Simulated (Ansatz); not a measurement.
# MgO (Fm-3m): G0W0 under other settings

Aim: change settings of a G0W0 run on MgO (Fm-3m) and see what moves.

Main program and level: Ansatz 0.2.0; G0W0 on PBE, plane waves, PAW; PAW set soft_1.

### Step 1. The structure

Symmetry: Fm-3m, No. 225, cubic system. The conventional cell has a = 4.194 Å, b = 4.194 Å, c = 4.194 Å, α = 90.00°, β = 90.00°, γ = 90.00°. Nearest to Mg lie 6 O at 2.10 Å. Nearest to O lie 6 Mg at 2.10 Å. Farther neighbours and most contacts between anions are not listed.

The cell and positions are those that the Materials Project relaxed with its own functionals (PBE, PBE+U or r2SCAN), kept fixed.

### Step 2. The base run: 8×8×8 mesh, 41 empty bands, screening to 100 eV, PAW set soft_1 files

Now the one-shot GW correction: screening in the RPA, then the self-energy of the levels asked for. This step takes PAW set soft_1 files.

Contents of input.yaml:

```yaml
crystal:
  lattice:
    - [0.0, 2.0970013927, 2.0970013927]
    - [2.0970013927, 0.0, 2.0970013927]
    - [2.0970013927, 2.0970013927, 0.0]
  atoms:
    - { symbol: Mg, position: [0.0, 0.0, 0.0] }
    - { symbol: O, position: [0.5, 0.5, 0.5] }
kpoints:
  mp_grid: { grid: [8, 8, 8] }
hamiltonian:
  xc: pbe
  pseudopotentials: { kind: paw, azcp: { folder: soft_1 } }
scf:
  occupations: { method: fixed }
gw:
  n_empty_bands: 41
  ecut_chi: 100
  qp_bands: [v2, c2]
  qp_kpoints: band_edges
  screening: { model: contour_deformation }
```

Run with:

```sh
> ansatz run input.yaml --threads 2 --pin off --max-ram 73728MiB --backend cuda --events-out ev --progress --plain --runs-dir out --devices 1 --max-vram 13GiB
```

Numbers of over 12 decimals in the logs are rounded to 6 here.

The log of the run:

```text
GPUs: using 1 of 1 available (devices: 1).
Engine: ansatz 0.2.0, x86_64-unknown-linux-gnu
Pseudopotentials: kind: paw
Pseudopotential: Mg, paw, valence charge 10, recommended cutoff 420 eV (normal), soft_1/Mg.paw.azcp
Pseudopotential: O, paw, valence charge 6, recommended cutoff 420 eV (normal), soft_1/O.paw.azcp
Functional definition: PBE
  parameter kappa = 0.804
  parameter beta = 0.066725
  exchange = pbe_x(kappa = kappa, mu = beta*pi^2/3)
  correlation = pbe_c(beta = beta)
device memory: the entry about to start is reckoned to put 0.4 GiB on a device that reports 38.8 GiB free (of which the cap on the GPU budget leaves the run 13.0 GiB)
GPU FFT provider: cuFFT
GPU libraries: cuBLAS 13.8.2, cuFFT 12.4.0, cuSOLVER 12.3.4
Crystal: 2 atoms, lattice volume = 18.443 Å³
Basis set: ecut = 420 eV, 339 PW (Γ)
Bands: 12, of which v1, the nominal top of the filled ones, is band 8 counted from 1 (7 counted from 0)
Symmetry: 48 space group operations
Space group: Fm-3m (ITA 225), of the structure as read, at distance tolerance 2.6e-5 Å
k-points: 29 of 512
Non-local potential: Mg, projectors of the file, l = 0: 3, l = 1: 2, l = 2: 1
Non-local potential: O, projectors of the file, l = 0: 2, l = 1: 2, l = 2: 1
PAW form: soft (Blöchl's): semilocal exchange-correlation on the pseudo side does not see the compensation charge
PAW one-centre angular grid: Mg, 110 points (default); XC on 64 Gauss nodes
PAW one-centre angular grid: O, 110 points (default); XC on 64 Gauss nodes
Initial density: superposition of atomic densities (chi_scale 0.1, normalization cell, long waves kept (reshape's long-wave potential 0.00 eV rms))
Initial wavefunctions: pseudopotential atomic-orbital guess
GPU buffer pool allocated for 8000 grid points (all kernels)
GPU transforms: local potential and band sums: pruned to the plane-wave sphere, on 20×20×20
Functional: x = pbe(κ = 0.804, μ = 0.219515), c = pbe(β = 0.066725)
SCF iter   1: F=—  HF=-2494.086301 eV  |F-HF|=—  |Δ(HF+E_count)|=         —  Δρ=7.13e-2  dr2=5.03e-1  ethr=3.10e-3  ⟨swp⟩=4.1  Hψ=1965  notcnv=0  defer=20
preconditioner: auto → none  [insulator: Δε(μ)=4.534 eV  Ē_g=18.503 eV  n_scr=8 (ndim 8)  ℏωp=24.5 eV  f_vac=0.000  ε∞_Penn≈2.7]
SCF iter   2: F=—  HF=-2494.070458 eV  |F-HF|=—  |Δ(HF+E_count)|=   1.58e-2  Δρ=2.85e-2  dr2=8.04e-2  ethr=3.10e-3  ⟨swp⟩=2.9  Hψ=751  notcnv=0  defer=48
SCF iter   3: F=—  HF=-2494.119669 eV  |F-HF|=—  |Δ(HF+E_count)|=   4.92e-2  Δρ=4.63e-3  dr2=2.50e-3  ethr=5.03e-4  ⟨swp⟩=2.5  Hψ=592  notcnv=0  defer=55
SCF iter   4: F=—  HF=-2494.122899 eV  |F-HF|=—  |Δ(HF+E_count)|=   3.23e-3  Δρ=2.72e-3  dr2=9.18e-4  ethr=1.56e-5  ⟨swp⟩=2.2  Hψ=590  notcnv=0  defer=56
[...]
E_nonlocal   = 246.935791
  E_hartree    = 558.947267
  E_xc         = -100.781610
  E_vxc        = -129.132451  (∫ρ·V_xc dr)
  E_paw        = -463.345969  (= ΣΔE_a)
  E_vpaw       = -85.744046  (= ΣTr[D̂ρ^β])
  E_aug_tail   = 0.000768  (compensation charges beyond the density's cutoff)
  E_ewald      = -1294.918655
  E_smearing   = -0.000000  (= −TS)
  E_closure    = -0.000000  (closes the sum)
  Σ components = -2494.122640   (vs F -2494.122640, Δ=0.00e0)
--- Band table (eV; the first three rows and the last of 29) ---
  k-point 0: bands = [... 4 lower, -9.0985, 8.2162, 8.2162, 8.2162, 13.0890, 24.1069, 24.1069, 24.1069]
  k-point 1: bands = [... 4 lower, -8.9257, 7.2614, 8.1119, 8.1119, 13.9993, 22.4176, 24.4708, 24.4708]
  k-point 2: bands = [... 4 lower, -8.4774, 5.5425, 7.8713, 7.8713, 15.4415, 20.8843, 24.9989, 24.9989]
  k-point 28: bands = [... 4 lower, -7.4559, 5.2471, 5.2471, 6.4310, 19.9654, 19.9654, 20.5526, 23.9397]
--- G₀W₀: contour deformation, 6 samples at zero and on the imaginary axis and 4 off it, 512 q-points, 41 empty bands' worth ---
  eigenvalues of the whole cell's RPA ε∞ on this k-mesh (on a slab, of 1 + 4πα/V) = 3.0327, 3.0327, 3.0327; static W/v taken at q = 0 is 0.329737
  bands read: the sum over 49 bands ends inside a degenerate multiplet in 2 slots, whose members it reads at an even weight; the widest, k=5: bands 49 to 50 (counted from 1) at 1/2 each
  gw.qp_kpoints: band_edges: 14 of 29 stored k-points solved, in 1 pass; an edge of the gap read off the rows below is read off those points alone
    valence top: of the k-points left out ik 12 came nearest to being solved in a further pass, in band 7 (counted from 1, as in the quasiparticle table): it holds the edge there only if its correction is more favourable than any solved in that band by at least 0.741 eV; those differ by 0.513 eV
    conduction bottom: of the k-points left out ik 12 came nearest to being solved in a further pass, in band 9 (counted from 1, as in the quasiparticle table): it holds the edge there only if its correction is more favourable than any solved in that band by at least 3.104 eV; those differ by 0.751 eV
    ik  band        ε_KS         Σx   Σc(E_QP)       V_xc       Z   E_QP_lin       E_QP  E_QP is
     0     7      8.2162   -26.4736     4.3884   -20.9599  0.7952     7.0797     7.0909  root
     0     8      8.2162   -26.4736     4.3884   -20.9599  0.7952     7.0797     7.0909  root
     0     9     13.0890   -10.1548    -3.6117   -14.9022  0.8500    14.2317    14.2247  root
     0    10     24.1069    -3.7290    -4.7597    -9.6552  0.8367    25.2882    25.2734  root
     1     7      8.1119   -26.3679     4.4098   -20.8094  0.7948     6.9514     6.9632  root
     1     8      8.1119   -26.3679     4.4098   -20.8094  0.7948     6.9514     6.9632  root
     1     9     13.9993   -10.9361    -3.5540   -15.7438  0.8431    15.2621    15.2531  root
     1    10     22.4176    -4.1056    -4.7394    -9.9607  0.8338    23.5468    23.5332  root
[...]
28     7      5.2471   -23.9138     4.7034   -17.5720  0.7832     3.5742     3.6086  root
    28     8      6.4310   -24.7719     4.5673   -18.7527  0.7887     4.9561     4.9793  root
    28     9     19.9654    -7.8928    -4.5527   -13.9897  0.8216    21.5335    21.5095  root
    28    10     19.9654    -7.8928    -4.5527   -13.9897  0.8216    21.5335    21.5095  root
[key lines of the parts left out:]
SCF converged after 6 iterations
Free energy (F): -2494.122640 eV
Fermi energy:    8.216166 eV
```

Wall time 9.1 s (1 × NVIDIA H100 80GB HBM3 (shared by 6 runs) with 2 threads of AMD EPYC 7R13 (Zen 3), shared host); peak memory 1 GiB.

Numbers from this step:

| Quantity | Value |
| --- | --- |
| bands summed | 49 |
| RPA ε∞ on this mesh (eigenvalues) | 3.033, 3.033, 3.033 |
| plane waves in the screening matrix | 51 |
| q-points in the mesh | 512 |
| G0W0 gap on the mesh | 7.134 eV |
| k of the valence top | 0, 0, 0 |
| k of the conduction bottom | 0, 0, 0 |
| starting gap on the mesh | 4.873 eV |
| Z at the valence top | 0.7952 |
| Z at the conduction bottom | 0.8500 |
| least direct G0W0 gap on the computed points | 7.134 eV |

The gap on the mesh goes from 4.87 eV to 7.13 eV, a correction of +2.26 eV. Between the two edge states, bare exchange in place of the xc potential would open the gap by 10.26 eV, and correlation takes back 8.00 eV.

### Step 3. Variant: potentials

Other atomic data (norm-conserving) test the pseudisation: the cutoff goes from 420 to 1240 eV, with the same valence electrons.

This step: G0W0 on PBE, plane waves, norm-conserving pseudopotentials.

Edit input.yaml of step 2 so:

```diff
@@ -12,3 +12,3 @@
   xc: pbe
-  pseudopotentials: { kind: paw, azcp: { folder: soft_1 } }
+  pseudopotentials: { kind: nc }
 scf:
```

The log of the run:

```text
GPUs: using 1 of 1 available (devices: 1).
[...]
GPU FFT provider: cuFFT
GPU libraries: cuBLAS 13.8.2, cuFFT 12.4.0, cuSOLVER 12.3.4
Crystal: 2 atoms, lattice volume = 18.443 Å³
Basis set: ecut = 1240 eV, 1837 PW (Γ)
Bands: 12, of which v1, the nominal top of the filled ones, is band 8 counted from 1 (7 counted from 0)
Symmetry: 48 space group operations
[...]
k-points: 29 of 512
[...]
GPU buffer pool allocated for 46656 grid points (all kernels)
[...]
SCF iter   1: F=—  HF=-2083.658514 eV  |F-HF|=—  |Δ(HF+E_count)|=         —  Δρ=9.40e-2  dr2=7.28e-1  ethr=3.10e-3  ⟨swp⟩=5.1  Hψ=1880  notcnv=0  defer=54
[...]
SCF iter   7: F=-2083.376920 eV  HF=-2083.376920 eV  |F-HF|=7.10e-10  |Δ(HF+E_count)|=   6.47e-8  Δρ=4.79e-6  dr2=1.22e-9  ethr=6.25e-10  ⟨swp⟩=6.0  Hψ=1481  notcnv=0
SCF 1 converged in 7 iterations: F = -2083.376920 eV  dr2 = 1.22e-9
[...]
0     7      8.2058   -26.4961     4.3885   -20.9729  0.7953     7.0597     7.0710  root
     0     8      8.2058   -26.4961     4.3885   -20.9729  0.7953     7.0597     7.0710  root
     0     9     13.0806   -10.1477    -3.6224   -14.8968  0.8501    14.2141    14.2073  root
     0    10     24.1019    -3.7199    -4.7766    -9.6651  0.8369    25.2853    25.2706  root
     1     7      8.1011   -26.3898     4.4100   -20.8214  0.7948     6.9307     6.9427  root
     1     8      8.1011   -26.3898     4.4100   -20.8214  0.7948     6.9307     6.9427  root
     1     9     13.9894   -10.9251    -3.5650   -15.7356  0.8433    15.2437    15.2348  root
     1    10     22.4137    -4.1105    -4.7533    -9.9821  0.8340    23.5457    23.5321  root
[...]
28     7      5.2331   -23.9244     4.7044   -17.5769  0.7833     3.5554     3.5900  root
    28     8      6.4186   -24.7946     4.5667   -18.7669  0.7888     4.9342     4.9576  root
    28     9     19.9480    -7.9083    -4.5678   -14.0270  0.8218    21.5231    21.4989  root
    28    10     19.9480    -7.9083    -4.5678   -14.0270  0.8218    21.5231    21.4989  root
[key lines of the parts left out:]
SCF converged after 7 iterations
Free energy (F): -2083.376920 eV
Fermi energy:    8.205794 eV
```

Run time: 21 s. Hardware: 1 × NVIDIA H100 80GB HBM3 (shared by 6 runs) with 2 threads; peak memory 0.99 GiB.

The G0W0 gap on the mesh is 7.136 eV.

Against the base:

| setting | base | variant |
| --- | --- | --- |
| files | PAW set soft_1 | norm-conserving |

| quantity | variant | base |
| --- | --- | --- |
| starting gap on the mesh | 4.875 | 4.873 |
| G0W0 gap on the mesh | 7.136 | 7.134 |
| least direct G0W0 gap on the computed points | 7.136 | 7.134 |
| Z at the valence top | 0.795 | 0.795 |
| Z at the conduction bottom | 0.850 | 0.850 |

### Step 4. Variant: potentials

This step: G0W0 on PBE, plane waves, PAW.

Edit input.yaml of step 3 so:

```diff
@@ -12,3 +12,3 @@
   xc: pbe
-  pseudopotentials: { kind: nc }
+  pseudopotentials: { kind: paw, source: ansatz }
 scf:
```

The log of the run:

```text
GPUs: using 1 of 1 available (devices: 1).
[...]
GPU FFT provider: cuFFT
GPU libraries: cuBLAS 13.8.2, cuFFT 12.4.0, cuSOLVER 12.3.4
Crystal: 2 atoms, lattice volume = 18.443 Å³
Basis set: ecut = 930 eV, 1243 PW (Γ)
Bands: 12, of which v1, the nominal top of the filled ones, is band 8 counted from 1 (7 counted from 0)
Symmetry: 48 space group operations
[...]
k-points: 29 of 512
[...]
GPU buffer pool allocated for 46656 grid points (all kernels)
[...]
SCF iter   1: F=—  HF=-2494.360658 eV  |F-HF|=—  |Δ(HF+E_count)|=         —  Δρ=8.36e-2  dr2=6.40e-1  ethr=3.10e-3  ⟨swp⟩=4.7  Hψ=1788  notcnv=0  defer=52
[...]
SCF iter   6: F=-2494.156661 eV  HF=-2494.156661 eV  |F-HF|=5.08e-9  |Δ(HF+E_count)|=   1.05e-5  Δρ=2.84e-5  dr2=6.46e-8  ethr=6.25e-10  ⟨swp⟩=4.3  Hψ=1718  notcnv=0
SCF 1 converged in 6 iterations: F = -2494.156661 eV  dr2 = 6.46e-8
[...]
0     7      8.2324   -26.4751     4.3783   -20.9625  0.7951     7.0868     7.0981  root
     0     8      8.2324   -26.4751     4.3783   -20.9625  0.7951     7.0868     7.0981  root
     0     9     13.0979   -10.1439    -3.6091   -14.8914  0.8500    14.2433    14.2363  root
     0    10     24.1253    -3.7052    -4.7685    -9.6464  0.8366    25.3129    25.2980  root
     1     7      8.1274   -26.3689     4.4000   -20.8109  0.7947     6.9574     6.9694  root
     1     8      8.1274   -26.3689     4.4000   -20.8109  0.7947     6.9574     6.9694  root
     1     9     14.0093   -10.9247    -3.5538   -15.7338  0.8431    15.2736    15.2646  root
     1    10     22.4354    -4.1056    -4.7473    -9.9748  0.8337    23.5709    23.5572  root
[...]
28     7      5.2582   -23.9091     4.6985   -17.5679  0.7831     3.5808     3.6155  root
    28     8      6.4430   -24.7778     4.5607   -18.7582  0.7886     4.9608     4.9842  root
    28     9     19.9760    -7.9078    -4.5663   -14.0262  0.8215    21.5525    21.5281  root
    28    10     19.9760    -7.9078    -4.5663   -14.0262  0.8215    21.5525    21.5281  root
[key lines of the parts left out:]
SCF converged after 6 iterations
Free energy (F): -2494.156661 eV
Fermi energy:    8.232356 eV
```

Run time: 19 s. Hardware: 1 × NVIDIA H100 80GB HBM3 (shared by 6 runs) with 2 threads; peak memory 1 GiB.

The G0W0 gap on the mesh is 7.138 eV.

Against the base:

| setting | base | variant |
| --- | --- | --- |
| files | PAW set soft_1 | hard PAW |

| quantity | variant | base |
| --- | --- | --- |
| starting gap on the mesh | 4.866 | 4.873 |
| G0W0 gap on the mesh | 7.138 | 7.134 |
| least direct G0W0 gap on the computed points | 7.138 | 7.134 |
| Z at the valence top | 0.795 | 0.795 |
| Z at the conduction bottom | 0.850 | 0.850 |

### Step 5. Variant: frequency model

A plasmon pole stands in for the full frequency dependence of the screening; this run shows what that costs in accuracy.

This step: G0W0 on PBE, plane waves, PAW; PAW set soft_1.

input.yaml, the sections that differ from step 4:

```yaml
hamiltonian:
  xc: pbe
  pseudopotentials: { kind: paw, azcp: { folder: soft_1 } }
gw:
  n_empty_bands: 41
  ecut_chi: 100
  qp_bands: [v2, c2]
  qp_kpoints: band_edges
  screening: { model: godby_needs }
# crystal, kpoints, scf: as in step 4
```

The log of the run:

```text
GPUs: using 1 of 1 available (devices: 1).
[...]
GPU FFT provider: cuFFT
GPU libraries: cuBLAS 13.8.2, cuFFT 12.4.0, cuSOLVER 12.3.4
Crystal: 2 atoms, lattice volume = 18.443 Å³
Basis set: ecut = 420 eV, 339 PW (Γ)
Bands: 12, of which v1, the nominal top of the filled ones, is band 8 counted from 1 (7 counted from 0)
Symmetry: 48 space group operations
[...]
k-points: 29 of 512
[...]
GPU buffer pool allocated for 8000 grid points (all kernels)
[...]
SCF iter   1: F=—  HF=-2494.086301 eV  |F-HF|=—  |Δ(HF+E_count)|=         —  Δρ=7.13e-2  dr2=5.03e-1  ethr=3.10e-3  ⟨swp⟩=4.1  Hψ=1965  notcnv=0  defer=20
[...]
SCF iter   6: F=-2494.122640 eV  HF=-2494.122640 eV  |F-HF|=2.13e-8  |Δ(HF+E_count)|=   8.24e-6  Δρ=1.79e-5  dr2=1.93e-8  ethr=6.25e-10  ⟨swp⟩=4.0  Hψ=1566  notcnv=0
SCF 1 converged in 6 iterations: F = -2494.122640 eV  dr2 = 1.93e-8
[...]
0     7      8.2162   -26.4736     4.3874   -20.9599  0.8117     7.0838     7.0899  root
     0     8      8.2162   -26.4736     4.3874   -20.9599  0.8117     7.0838     7.0899  root
     0     9     13.0890   -10.1548    -3.6122   -14.9022  0.8596    14.2284    14.2243  root
     0    10     24.1069    -3.7290    -4.6901    -9.6552  0.7941    25.2540    25.3431  root
     1     7      8.1119   -26.3679     4.4064   -20.8094  0.8117     6.9532     6.9598  root
     1     8      8.1119   -26.3679     4.4064   -20.8094  0.8117     6.9532     6.9598  root
     1     9     13.9993   -10.9361    -3.5446   -15.7438  0.8538    15.2676    15.2625  root
     1    10     22.4176    -4.1056    -4.6718    -9.9607  0.8619    23.6093    23.6008  root
[...]
28     7      5.2471   -23.9138     4.6079   -17.5720  0.8112     3.4961     3.5131  root
    28     8      6.4310   -24.7719     4.5173   -18.7527  0.8111     4.9158     4.9292  root
    28     9     19.9654    -7.8928    -4.4818   -13.9897  0.8436    21.5934    21.5804  root
    28    10     19.9654    -7.8928    -4.4818   -13.9897  0.8436    21.5934    21.5804  root
[key lines of the parts left out:]
SCF converged after 6 iterations
Free energy (F): -2494.122640 eV
Fermi energy:    8.216166 eV
```

Run time: 11 s. Hardware: 1 × NVIDIA H100 80GB HBM3 (shared by 6 runs) with 2 threads; peak memory 1 GiB.

The G0W0 gap on the mesh is 7.134 eV.

Against the base:

| setting | base | variant |
| --- | --- | --- |
| frequency model | contour deformation | plasmon pole |

| quantity | variant | base |
| --- | --- | --- |
| starting gap on the mesh | 4.873 | 4.873 |
| G0W0 gap on the mesh | 7.134 | 7.134 |
| least direct G0W0 gap on the computed points | 7.134 | 7.134 |
| Z at the valence top | 0.812 | 0.795 |
| Z at the conduction bottom | 0.860 | 0.850 |

### Step 6. Outcome

```yaml
base: 7.13 eV, 9.1 s
potentials: 7.14 eV, 21 s
potentials: 7.14 eV, 19 s
frequency_model: 7.13 eV, 11 s
```

What this shows: Potentials: the gap moves by +0.002 eV and the time by a factor of 2.3 (the plane-wave cutoff goes from 420 to 1240 eV). Potentials: the gap moves by +0.004 eV and the time by a factor of 2.1 (the plane-wave cutoff goes from 420 to 930 eV). Frequency model: the gap moves by +0.0005 eV. All runs here use a coarse mesh and modest cutoffs; they test settings and are not final values.

[Paths, hosts, dates, memory and timing lines, banners, echoed tables and standing remarks are left out of the program output.]

[Logs are printed without paths, hosts, clocks, repeated set-up lines and the standing remarks that a program may print on its own settings, such as how far it seeks lower states.]

[Runs of the session that timed out or met a known fault of the program may be left out.]

[Cells called generated may have been cut or substituted from an entry of the Crystallography Open Database or the Materials Project.]

[Hosts, paths, dates, database ids (printed as entryN), source tags and the programs' standing remarks are cut or masked in the printed files.]
